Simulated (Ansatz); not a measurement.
Set up this calculation in Ansatz 0.2.0, as the native input.

| Property | Result |
| --- | --- |
| Task | relaxation of cell and atoms |
| Functional | BLYP |
| Potentials or basis | Ansatz PAW |
| Cutoff | 420 eV (not typed: the program's choice for these potentials) |
| k mesh | 9 × 9 × 9 |
| Occupations | fermi-dirac, width 0.05 eV |
| Spin | no spin polarisation |

The system is ZrS.

```
Zr S
1.0
     0.00000    2.62500    2.62500
     2.62500    0.00000    2.62500
     2.62500    2.62500    0.00000
Zr S
1 1
Direct
  0.00000 0.00000 0.00000
  0.50000 0.50000 0.50000
```

The input as run:

input.yaml

```yaml
crystal:
  lattice:
    - [0.0, 2.625, 2.625]
    - [2.625, 0.0, 2.625]
    - [2.625, 2.625, 0.0]
  atoms:
    - { symbol: Zr, position: [0.0, 0.0, 0.0] }
    - { symbol: S, position: [0.5, 0.5, 0.5] }
hamiltonian:
  xc: blyp
  pseudopotentials: { kind: paw }
kpoints:
  mp_grid: { grid: [9, 9, 9] }
scf:
  occupations: { method: fermi_dirac, width: 0.05 }
output:
  forces: true
  stress: true
  eigenvalues: true
relax:
  f_tol: 0.01
  max_steps: 40
  cell: { stress_tol: 0.05 }
```

Potentials or basis: Ansatz PAW.

Command:

```sh
$ ansatz run input.yaml --threads 2 --pin off --max-ram 5632MiB --backend cpu --events-out ev --progress --plain --runs-dir out
```

It gave:

The relaxed volume is 18.88 Å³/atom, the relaxed cell is a = 3.766 Å, b = 3.766 Å, c = 3.766 Å, α = 60.00°, β = 60.00°, γ = 60.00° and the space group after relaxing (to 0.05 Å) is Fm-3m (No. 225). The energy gained by relaxing is 12.8 meV/atom, the ionic steps are 5 and the pressure after relaxing is 0.0 GPa. The band gap on the k mesh is none (metal or under the smearing width).

Caveat: the plane-wave basis is chosen anew once the cell has moved, so the energies of steps on either side of that aren't comparable; the PAW data sets come from PBE, with cores solved anew for the run's functional, which leaves a small shift of forces and pressure.

Run time: 5 s on 2 threads of Arm Neoverse V1, with other jobs on the host, peak memory 0.32 GiB.
